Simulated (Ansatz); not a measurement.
## Equation of state of boron, fcc

Theory: DFT, PBE, plane waves (420 eV) with PAW, scalar-relativistic in Ansatz 0.2.0.

The cell is scaled uniformly from the relaxed one, with fractional coordinates and shape fixed. Energies are extrapolated to zero smearing, pressures are those at the given smearing. Magnetic state: spin not included.

```json
{"V (Å³/atom)": "5.180", "E − E₀ (meV/atom)": "88.3", "P (GPa)": "44.33"}
{"V (Å³/atom)": "5.415", "E − E₀ (meV/atom)": "36.6", "P (GPa)": "26.66"}
{"V (Å³/atom)": "5.651", "E − E₀ (meV/atom)": "8.5", "P (GPa)": "12.08"}
{"V (Å³/atom)": "5.886", "E − E₀ (meV/atom)": "0.0", "P (GPa)": "0.06"}
{"V (Å³/atom)": "6.122", "E − E₀ (meV/atom)": "7.5", "P (GPa)": "-9.84"}
{"V (Å³/atom)": "6.357", "E − E₀ (meV/atom)": "28.1", "P (GPa)": "-18.00"}
{"V (Å³/atom)": "6.593", "E − E₀ (meV/atom)": "59.6", "P (GPa)": "-24.72"}
```

Fit a third-order Birch-Murnaghan equation.

V₀ = 5.89 Å³/atom, B₀ = 271 GPa, B₀′ = 3.8.
